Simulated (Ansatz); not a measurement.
The system is P, a slab with vacuum.

```
CELL_PARAMETERS angstrom
3.28373 0.00000 0.00000
0.00000 34.85703 0.00000
0.00000 0.00000 4.63208
ATOMIC_POSITIONS crystal
P 0.50000 0.97026 0.90785
P 0.50000 0.02974 0.09215
P 0.00000 0.02974 0.40785
P 0.00000 0.97026 0.59215
```

```yaml
Program: Ansatz 0.2.0
Task: single point
Functional: PBEsol
Potentials_or_basis: Ansatz PAW
Cutoff: "420 eV (not typed: the program's choice for these potentials)"
k_mesh: 8 × 1 × 6
Occupations: fermi-dirac, width 0.05 eV
Spin: no spin polarisation
```

On this cell: largest force 0.270 eV/Å; band gap on the k mesh 0.88 eV, direct.

The same run follows on a disturbed copy (atoms moved at random, drawn with an rms of 0.05 Å):

```xyz
4
Lattice="3.2837 0.0000 0.0000 0.0000 34.8570 0.0000 0.0000 0.0000 4.6321" Properties=species:S:1:pos:R:3 pbc="T T T"
P     1.6459   33.8511    4.2404
P     1.6310    1.0663    0.3925
P     0.0246    1.0037    1.9058
P    -0.0390   33.8092    2.7789
```

What does the disturbed cell give?

The energy moves by +8.3 meV/atom; largest force 0.728 eV/Å; band gap on the k mesh 1.02 eV, indirect (least direct gap 1.03 eV).

Forces in eV/Å, atoms in the order of the input:
```
P   -0.431 -0.155  0.162
P    0.293  0.047  0.469
P   -0.393  0.372 -0.209
P    0.531 -0.263 -0.422
```

Stress tensor (GPa, compression positive):
```
-0.19 -0.06 -0.32
-0.06  0.26  0.17
-0.32  0.17 -0.21
```

Caveats: the PAW data sets come from PBE, with cores solved anew for the run's functional, which leaves a small shift of forces and pressure.

A k mesh can miss the band edges.
